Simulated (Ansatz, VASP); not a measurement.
**KMgF3 in VASP and in Ansatz**

The input INCAR:

```
SYSTEM = KMgF3
PREC = Accurate ; ENCUT = 520
EDIFF = 1E-6 ; ISMEAR = 0
SIGMA = 0.05 ; LREAL = .False.
LASPH = .True. ; NELM = 80
ALGO = Normal ; ISIF = 2
LWAVE = .False. ; LCHARG = .False.
GGA = CA ; NBANDS = 24
```

KPOINTS

```
Automatic mesh
0
Gamma
  6 6 6
  0 0 0
```

File POSCAR:

```
KMgF3
1.0
    4.0403577290      0.4857908120      0.4857908120
    0.4857908120      4.0403577290      0.4857908120
    0.4857908120      0.4857908120      4.0403577290
K Mg F
1 1 3
Direct
    0.5000000000      0.5000000000      0.5000000000
    0.0000000000      0.0000000000      0.0000000000
    0.5000000000      0.0000000000      0.0000000000
    0.0000000000      0.5000000000      0.0000000000
    0.0000000000      0.0000000000      0.5000000000
```

Input for Ansatz:

```yaml
crystal:
  lattice:
    - [4.040357729, 0.485790812, 0.485790812]
    - [0.485790812, 4.040357729, 0.485790812]
    - [0.485790812, 0.485790812, 4.040357729]
  atoms:
    - { symbol: K, position: [0.5, 0.5, 0.5] }
    - { symbol: Mg, position: [0.0, 0.0, 0.0] }
    - { symbol: F, position: [0.5, 0.0, 0.0] }
    - { symbol: F, position: [0.0, 0.5, 0.0] }
    - { symbol: F, position: [0.0, 0.0, 0.5] }
basis:
  ecutwfc: 420
kpoints:
  mp_grid: { grid: [6, 6, 6] }
hamiltonian:
  xc: lda
scf:
  occupations: { method: gaussian, width: 0.05 }
output:
  forces: true
  stress: true
  eigenvalues: true
```

Alike in both runs: task single point; functional LDA; k mesh 6 × 6 × 6; occupations gaussian, width 0.05 eV; no spin polarisation.

|  | VASP | Ansatz |
| --- | --- | --- |
| version | VASP 6.6.1 | Ansatz 0.2.0 |
| potentials or method | VASP PAW LDA potentials, release 64 (K_sv, Mg, F) | scalar-relativistic, plane waves, PAW |
| plane-wave cutoff (eV) | 520 | 420 |
| valence electrons in the cell | 32 | 40 |

```csv
,VASP,Ansatz,Ansatz less VASP
gap on the k mesh at the Fermi level (eV),5.17,5.20,+0.032
least direct gap on the mesh (eV),5.21,5.24,+0.032
pressure (GPa),-1.5,-0.7,+0.78
largest component of the traceless stress (GPa),11.08,10.94,-0.141
```

The two sets of potentials don't hold the same shells in valence.

A k mesh can miss the band edges. A hybrid or GW would open this gap; LDA tends to underestimate it.
